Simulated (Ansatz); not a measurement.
# BN (F-43m) in Ansatz: further runs, part 2 of 2

Ansatz 0.2.0. Earlier steps stand in the parts before.

## 5. Born charges and dielectric tensor, B3LYP+D3(BJ)

The input, input.yaml:

```yaml
crystal:
  lattice:
    - [0.0, 1.813001, 1.813001]
    - [1.813001, 0.0, 1.813001]
    - [1.813001, 1.813001, 0.0]
  atoms:
    - { symbol: "N", position: [0.25, 0.25, 0.25] }
    - { symbol: B, position: [0.0, 0.0, 0.0] }
hamiltonian:
  xc: b3lyp
  pseudopotentials: { kind: paw }
  dispersion: d3bj
kpoints:
  mp_grid: { grid: [7, 7, 7] }
scf:
  occupations: { method: fixed }
output:
  eigenvalues: true
dielectric:
  method: response
```

Potentials or basis: Ansatz PAW.

Started as:

```sh
$ ansatz run input.yaml --threads 2 --pin off --max-ram 5632MiB --backend cpu --events-out ev --progress --plain --runs-dir out
```

The log of the run:

```text
Warning: RAYON_NUM_THREADS=2 ignored (pool sized by the plan → 2); use --threads N
Engine: ansatz 0.2.0, x86_64-unknown-linux-gnu
Pseudopotentials: kind: paw
Pseudopotential: N, paw, valence charge 5, recommended cutoff 420 eV (normal), N.paw.azcp
Pseudopotential: B, paw, valence charge 3, recommended cutoff 420 eV (normal), B.paw.azcp
Functional definition: B3LYP
  parameter a0 = 0.2
  parameter ax = 0.72
  parameter ac = 0.81
  exchange = (1 - a0 - ax)*slater_x + ax*b88_x + a0*exact_x
  correlation = (1 - ac)*vwn_rpa_c + ac*lyp_c
davidson cushion auto → on  (no smearing: the cushion is to keep the highest requested band from converging to the state above it; pin scf.eigensolver.cushion to override)
Crystal: 2 atoms, lattice volume = 11.919 Å³
Basis set: ecut = 420 eV, 259 PW (Γ), exchange–correlation on 36×36×36 points (8 copies of the dense FFT grid, shifted against one another)
Bands: 8, of which v1, the nominal top of the filled ones, is band 4 counted from 1 (3 counted from 0)
Symmetry: 24 space group operations
k-points: 20 of 343 (time reversal used)
Non-local potential: N, projectors of the file, l = 0: 2, l = 1: 2, l = 2: 1
Non-local potential: B, projectors of the file, l = 0: 2, l = 1: 2, l = 2: 1
PAW form: soft (Blöchl's): semilocal exchange-correlation on the pseudo side does not see the compensation charge
PAW frozen core: N, regenerated for the run's functional, and the local potential with it (the file was generated under x = pbe(κ = 0.804, μ = 0.2195149727645171), c = pbe(β = 0.06672455060314922))
PAW frozen core: B, regenerated for the run's functional, and the local potential with it (the file was generated under x = pbe(κ = 0.804, μ = 0.2195149727645171), c = pbe(β = 0.06672455060314922))
PAW one-centre angular grid: N, 110 points (default); XC on 64 Gauss nodes
PAW one-centre angular grid: B, 110 points (default); XC on 64 Gauss nodes
Initial density: superposition of atomic densities (neutral atoms: chi_scale 0, normalization atom), corrected by the library's trained network
Initial wavefunctions: pseudopotential atomic-orbital guess
[... 61 lines left out ...]
  E_hartree    = 50.684782
  E_xc         = -76.132648
  E_vxc        = -94.102844  (∫ρ·V_xc dr)
  E_exx        = -18.336383  (= α·E_x^exact, valence–valence)
  E_paw        = -208.237426  (= ΣΔE_a)
  E_vpaw       = -20.350484  (= ΣTr[D̂ρ^β])
  E_aug_tail   = 0.000102  (compensation charges beyond the density's cutoff)
  E_ewald      = -357.297240
  E_disp       = -0.675007  (pairwise vdW)
  E_core_change = -0.015343  (= ΣΔE_core)
  E_smearing   = -0.000000  (= −TS)
  E_closure    = -0.000000  (closes the sum)
  Σ components = -545.516250   (vs F -545.516250, Δ=1.14e-13)
--- Band table (eV; the first three rows and the last of 64) ---
  k-point 0: bands = ["-11.2807", "10.1516", "10.1516", "10.1516", "21.0357", "21.0357", "21.0357", "22.7000"]
  k-point 1: bands = ["-10.7650", "7.7211", "9.6571", "9.6571", "21.4867", "21.7805", "21.7805", "24.2236"]
  k-point 2: bands = ["-9.2942", "3.3205", "8.7647", "8.7647", "22.0074", "22.8196", "22.8196", "26.5715"]
  k-point 63: bands = ["-6.6227", "1.5541", "3.4243", "7.3271", "21.2248", "25.6071", "26.3418", "27.6810"]
--- Dielectric response (ions clamped): 1 representative field direction + reference, on 64 of 343 k-points (Σ response iterations 20) ---
  k mesh reduced under 4 symmetry operations, with k and −k counted as one. Each operation leaves every solved perturbation unchanged. A smaller set is not considered because the run solves the response to a homogeneous field
  Exact exchange: at most 4 evaluations a response; the last evaluation left at most 0.002 of the energy left before it
  ε∞ (high-frequency dielectric tensor):
        4.337943     0.000000     0.000000
       -0.000000     4.337943    -0.000000
        0.000000     0.000000     4.337943
  Born effective charges Z* (e; rows j = field, columns β = displacement):
    site 0:
        -1.96685    0.00000   -0.00000
        -0.00000   -1.96685   -0.00000
        -0.00000    0.00000   -1.96685
    site 1:
         1.96685   -0.00000    0.00000
         0.00000    1.96685    0.00000
         0.00000   -0.00000    1.96685
  Z* charge neutrality: 5.701e-7 e pre-enforcement
  k-mesh period / interband length: 17.9 Å / 1.16 Å = 15.52 at k = (0.0000, 0.0000, 0.0000), direct gap 10.884 eV — 14 or more, which is no proof of convergence
```

Wall time 25 s (2 threads of Intel Xeon at 2.70GHz, shared host); peak memory 0.63 GiB.

What came out:

```yaml
Free_energy: -545.5162 eV
Band_gap_on_the_k_mesh: 6.78 eV, indirect (least direct gap 10.88 eV)
Electronic_dielectric_tensor_diagonal: 4.34
Born_charges_mean_of_the_diagonal: N -1.97; B +1.97 e
```

Electronic dielectric tensor:
```
4.34 0.00 0.00
0.00 4.34 0.00
0.00 0.00 4.34
```

Born effective charge tensors (e):
atom 1, N
```
-1.97  0.00  0.00
 0.00 -1.97  0.00
 0.00  0.00 -1.97
```
atom 2, B
```
1.97 0.00 0.00
0.00 1.97 0.00
0.00 0.00 1.97
```

Caveat: the k mesh is coarse (spacing up to 0.43 Å⁻¹), so the values aren't converged, least of all with exact exchange; odd divisions of the mesh miss points on the zone boundary, where band edges often lie, so the gap on the mesh can be too wide; the PAW data sets come from PBE, with cores solved anew for the run's functional, which leaves a small shift of forces and pressure.

## 6. Band structure, PBE

The input, input.yaml:

```yaml
crystal:
  lattice:
    - [0.0, 1.813001, 1.813001]
    - [1.813001, 0.0, 1.813001]
    - [1.813001, 1.813001, 0.0]
  atoms:
    - { symbol: "N", position: [0.25, 0.25, 0.25] }
    - { symbol: B, position: [0.0, 0.0, 0.0] }
hamiltonian:
  xc: pbe
  pseudopotentials: { kind: paw }
kpoints:
  mp_grid: { grid: [13, 13, 13] }
  band_path:
    path:
      - [[0.0, 0.0, 0.0], [0.5, 0.0, 0.5], [0.5, 0.25, 0.75], [0.375, 0.375, 0.75], [0.0, 0.0, 0.0], [0.5, 0.5, 0.5], [0.625, 0.25, 0.625], [0.5, 0.25, 0.75], [0.5, 0.5, 0.5], [0.375, 0.375, 0.75]]
      - [[0.625, 0.25, 0.625], [0.5, 0.0, 0.5]]
    npoints: 14
scf:
  occupations: { method: fermi_dirac, width: 0.05 }
  n_extra_bands: 6
output:
  forces: true
  stress: true
  eigenvalues: true
  fatbands: false
```

Potentials or basis: Ansatz PAW.

Started as:

```sh
$ ansatz run input.yaml --threads 2 --pin off --max-ram 5632MiB --backend cpu --events-out ev --progress --plain --runs-dir out
```

The log of the run:

```text
Warning: RAYON_NUM_THREADS=2 ignored (pool sized by the plan → 2); use --threads N
scf.n_extra_bands = 6 over 4 filled bands (N_el = 8.0): the run solves 10 bands
[... 9 set-up lines as earlier in the session ...]
Crystal: 2 atoms, lattice volume = 11.919 Å³
Basis set: ecut = 420 eV, 259 PW (Γ), exchange–correlation on 36×36×36 points (8 copies of the dense FFT grid, shifted against one another)
Bands: 10, of which v1, the nominal top of the filled ones, is band 4 counted from 1 (3 counted from 0)
[... 1 set-up line as earlier in the session ...]
Space group: F-43m (ITA 216), of the structure as read, at distance tolerance 2.3e-5 Å
k-points: 84 of 2197 (time reversal used)
[... 2 set-up lines as earlier in the session ...]
[... 27 lines left out ...]
  E_local      = -176.197310  (includes V_loc(G=0)·N_el)
  E_nonlocal   = 56.508851
  E_hartree    = 49.345134
  E_xc         = -93.313704
  E_vxc        = -116.055840  (∫ρ·V_xc dr)
  E_paw        = -206.398889  (= ΣΔE_a)
  E_vpaw       = -22.384241  (= ΣTr[D̂ρ^β])
  E_aug_tail   = 0.000103  (compensation charges beyond the density's cutoff)
  E_ewald      = -357.297240
  E_smearing   = -0.000000  (= −TS)
  E_closure    = 0.000000  (closes the sum)
  Σ components = -542.275925   (vs F -542.275925, Δ=0.00e0)
--- Forces (eV/Å), atoms counted from 1 ---
  atom   1  N     -0.00000000     0.00000000    -0.00000000
  atom   2  B      0.00000000    -0.00000000     0.00000000
  max |Σ_I F_I| component: 5.55e-16 eV/Å
--- Stress (GPa, compression-positive) ---
       -0.399062      -0.000000      -0.000000
       -0.000000      -0.399062       0.000000
       -0.000000       0.000000      -0.399062
  P = ⅓ Tr σ = -0.3991 GPa (-3.991 kbar)
--- Band table (eV; the first three rows and the last of 84) ---
  k-point 0: bands = ["-9.0951", "11.0335", "11.0335", "11.0335", "19.8207", "19.8207", "19.8207", "21.2078", "35.5540", "38.6704"]
  k-point 1: bands = ["-8.9520", "10.2526", "10.8805", "10.8805", "19.9896", "20.0536", "20.0536", "21.7026", "35.4031", "36.6340"]
  k-point 2: bands = ["-8.5272", "8.4020", "10.4958", "10.4958", "20.2540", "20.6163", "20.6163", "22.9073", "34.9555", "35.1042"]
  k-point 83: bands = ["-3.3508", "3.2563", "4.1484", "5.0464", "20.4708", "23.9520", "25.0557", "26.4638", "30.0170", "36.4569"]
```

It took 1.8 s on 2 threads of Intel Xeon at 2.70GHz, shared host; peak memory 0.29 GiB.

What came out:

```
Free energy             : -542.2759 eV
Pressure                : -0.4 GPa
Band gap on the k mesh  : 4.54 eV, indirect (least direct gap 8.79 eV)
Band gap along the path : 4.46 eV, indirect (least direct gap 8.79 eV)
```

Levels at the corners of the path, in eV from the valence-band top:
| point | band 1 | band 2 | band 3 | band 4 | band 5 | band 6 | band 7 | band 8 |
| --- | --- | --- | --- | --- | --- | --- | --- | --- |
| Γ | -20.13 | 0.00 | 0.00 | 0.00 | 8.79 | 8.79 | 8.79 | 10.17 |
| X | -14.60 | -8.86 | -4.86 | -4.86 | 4.46 | 9.19 | 17.78 | 17.78 |
| W | -14.30 | -7.55 | -6.89 | -6.44 | 9.57 | 13.19 | 14.46 | 14.52 |
| K | -14.52 | -8.08 | -7.59 | -4.04 | 6.89 | 12.79 | 15.71 | 16.53 |
| Γ | -20.13 | 0.00 | 0.00 | 0.00 | 8.79 | 8.79 | 8.79 | 10.17 |
| L | -15.95 | -10.61 | -1.92 | -1.92 | 10.02 | 10.67 | 10.67 | 15.16 |
| U | -14.52 | -8.08 | -7.59 | -4.04 | 6.89 | 12.79 | 15.71 | 16.53 |
| W | -14.30 | -7.55 | -6.89 | -6.44 | 9.57 | 13.19 | 14.46 | 14.52 |
| L | -15.95 | -10.61 | -1.92 | -1.92 | 10.02 | 10.67 | 10.67 | 15.16 |
| K | -14.52 | -8.08 | -7.59 | -4.04 | 6.89 | 12.79 | 15.71 | 16.53 |
| U | -14.52 | -8.08 | -7.59 | -4.04 | 6.89 | 12.79 | 15.71 | 16.53 |
| X | -14.60 | -8.86 | -4.86 | -4.86 | 4.46 | 9.19 | 17.78 | 17.78 |

Caveat: the k mesh misses the band edges, so the gap on the mesh is wider than the one along the path; the pressure holds a Pulay correction of +1.1 GPa for the finite cutoff.

## 7. Summary

```tsv
task	level	k mesh	smearing	q mesh	points for each segment of the path	mesh quality	gap on the mesh (eV)	pressure (GPa)
phonons	PBE	10 × 10 × 10	fixed	2 × 2 × 2	8	not flagged	4.46	-
band structure	RPBE	13 × 13 × 13	fermi-dirac 0.05 eV	-	14	not flagged	4.57	5.4
band structure	revPBE	13 × 13 × 13	fermi-dirac 0.05 eV	-	14	not flagged	4.56	4.0
Born charges and dielectric tensor	B3LYP+D3(BJ)	7 × 7 × 7	fixed	-	-	coarse	6.78	-
band structure	PBE	13 × 13 × 13	fermi-dirac 0.05 eV	-	14	not flagged	4.54	-0.4
```

Alike in all rows: potentials or basis Ansatz PAW; no spin polarisation; cell as given; cutoff (eV) 420.

Caveats: some runs use coarse meshes; the k mesh misses the band edges, so the gap on the mesh is wider than the one along the path (some runs); the PAW data sets come from PBE, with cores solved anew for the run's functional, which leaves a small shift of forces and pressure (some runs); odd divisions of the mesh miss points on the zone boundary, where band edges often lie, so the gap on the mesh can be too wide (some runs).

Absolute energies hang on the potentials; compare differences alone.

## 8. How close it comes

Step 2. Measured gap of BN: 6.4 eV (indirect; 300 K; a printed reference work, monograph). This calculation gives 4.46 eV (-1.94 eV). The value is that of PBE on a finite k mesh, which can miss the band edges, without temperature or zero-point motion. Semilocal functionals fall short of measured gaps as a rule. The cell is a database's relaxed one, not the measured one, which moves gaps too.

Step 3. Measured gap of BN: 6.4 eV (indirect; 300 K; a printed reference work, monograph). This calculation gives 4.50 eV (-1.90 eV). The value is that of RPBE, without temperature or zero-point motion. Semilocal functionals fall short of measured gaps as a rule. The cell is a database's relaxed one, not the measured one, which moves gaps too.

Step 4. Against the measured gap of BN, 6.4 eV (indirect; 300 K; a printed reference work, monograph), the calculated 4.48 eV is off by -1.92 eV. The value is that of revPBE, without temperature or zero-point motion. Semilocal functionals fall short of measured gaps as a rule. The cell is a database's relaxed one, not the measured one, which moves gaps too.

Step 6. Measured gap of BN: 6.4 eV (indirect; 300 K; a printed reference work, monograph). This calculation gives 4.46 eV (-1.94 eV). The value is that of PBE, without temperature or zero-point motion. Semilocal functionals fall short of measured gaps as a rule. The cell is a database's relaxed one, not the measured one, which moves gaps too.
